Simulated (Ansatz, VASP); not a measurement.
## BP: VASP beside Ansatz

Contents of INCAR:

```
SYSTEM = BP
  PREC = Accurate
  ENCUT = 520
  EDIFF = 1E-6
  ISMEAR = 0
  SIGMA = 0.01
  LREAL = .False.
  LASPH = .True.
  NELM = 100
  ALGO = Normal
  ISIF = 2
  LWAVE = .False.
  LCHARG = .True.
  GGA = PE
  LELF = .True.
  LVHAR = .True.
  NBANDS = 11
```

File KPOINTS:

```
Automatic mesh
0
Gamma
  8 8 8
  0 0 0
```

Contents of POSCAR:

```
BP
1.0
    0.0000000000      2.2683155501      2.2683155501
    2.2683155501      0.0000000000      2.2683155501
    2.2683155501      2.2683155501      0.0000000000
B P
1 1
Direct
    0.0000000000      0.0000000000      0.0000000000
    0.2500000000      0.2500000000      0.2500000000
```

Input for Ansatz:

```yaml
crystal:
  lattice:
    - [0.0, 2.2683155501, 2.2683155501]
    - [2.2683155501, 0.0, 2.2683155501]
    - [2.2683155501, 2.2683155501, 0.0]
  atoms:
    - { symbol: B, position: [0.0, 0.0, 0.0] }
    - { symbol: P, position: [0.25, 0.25, 0.25] }
kpoints:
  mp_grid: { grid: [8, 8, 8] }
hamiltonian:
  xc: pbe
scf:
  occupations: { method: fixed }
output:
  optics:
    e_range: [0, 12]
    de: 0.05
    sigma: 0.1
    bands: { spectra_wanted_up_to: 12 }
    scissors: 0.938
  write_density: true
  write_potential: true
  elf: true
  volumetric_format: npy
```

Alike in both runs: task single point; functional PBE; k mesh 8 × 8 × 8; no spin polarisation.

|  | VASP | Ansatz |
| --- | --- | --- |
| version | VASP 6.6.1 | Ansatz 0.2.0 |
| potentials or method | VASP PAW PBE potentials, release 64 (B, P) | plane waves, PAW |
| plane-wave cutoff (eV) | 520 | 420 |
| occupations | gaussian, width 0.01 eV | fixed |
| valence electrons in the cell | 8 | 8 |

|  | VASP | Ansatz | Ansatz less VASP |
| --- | --- | --- | --- |
| gap on the k mesh at the Fermi level (eV) | 1.27 | 1.27 | +0.004 |

A k mesh can miss the band edges. PBE gaps usually lie below the measured ones, often by a third to a half.
